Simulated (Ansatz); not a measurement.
**NaH at 20 GPa: from Born charge to LO–TO splitting and polaron coupling**

These are results of DFT LDA, scalar-relativistic, plane waves, PAW in Ansatz 0.2.0, not measurements. Cutoff 420 eV, 10×10×10 k-points (Γ-centred), fixed occupations. No spin polarisation. Phonons by linear response, acoustic sum rule imposed.

The cell, relaxed at 20 GPa:
```yaml
crystal:
  lattice:
    - [0.00000, 2.07613, 2.07613]
    - [2.07613, 0.00000, 2.07613]
    - [2.07613, 2.07613, 0.00000]
  atoms:
    - { symbol: Na, position: [0.00000, 0.00000, 0.00000] }
    - { symbol: H, position: [0.50000, 0.50000, 0.50000] }
```

Other phases may be more stable at this pressure.

Linear response gives ν_TO = 972.0 cm⁻¹, Born charges ±0.820 e (positive on Na) and ε∞ = 3.339. The primitive cell holds 17.897 Å³, and the masses are 22.990 and 1.008 amu.

Question: Find ν_LO and the static dielectric constant.

Answer: The long-wave field adds a restoring force: ω_LO² − ω_TO² = Z*²e²/(ε_vac ε∞ μV). In these units ν_LO² − ν_TO² = 4.92064×10⁷ Z*²/(μ V ε∞) cm⁻², with μ = m₁m₂/(m₁ + m₂) = 0.966 amu: 573224 cm⁻². So ν_LO = √(972.0² + 573224) = 1232.0 cm⁻¹, and the run gives 1232.0. Lyddane–Sachs–Teller then gives ε0 = ε∞ (ν_LO/ν_TO)² = 5.36, against 5.36 in the run (it forms both from the same three quantities, so the match checks the arithmetic only). Between ν_TO and ν_LO the dielectric function is negative and an undamped crystal reflects fully: a reststrahlen band from 8.1 to 10.3 μm.

Question: What do the Clausius–Mossotti polarisability and the Szigeti charge come to?

Answer: With the Lorentz local field, α = (3V/4π)(ε∞ − 1)/(ε∞ + 2) = 1.87 Å³ for the pair, and e_S = 3Z*/(ε∞ + 2) = 0.46 e. The Born charge includes the electrons' response to the dipole's own local field, and e_S takes that enhancement out. The Lorentz field assumes point-like polarisable ions, a fair picture at this small ε∞.

Question: How strongly does a slow electron couple to the LO mode?

Answer: For one isotropic parabolic band, Fröhlich's constant is α_F = (1/ε∞ − 1/ε0) √(m* Ry/ħω_LO), with Ry = 13.606 eV, ħω_LO = 152.8 meV and m* in free-electron masses: α_F = 0.1131 × 9.44 × √m* = 1.07 √m*. The band mass isn't part of this run; for m* = 0.1, 0.3 and 1 it gives 0.34, 0.58, 1.07. In weak coupling the polaron lies α_F ħω_LO below the band edge (89 meV at m* = 0.3) with a mass m*(1 + α_F/6); past α_F of about 5 or 6 that expansion fails. A semilocal functional's ε∞ tends to be too large, which taken alone lowers α_F.

Cost: 1 run of about 0.18 core-minutes, on Arm Neoverse N1 (shared hosts).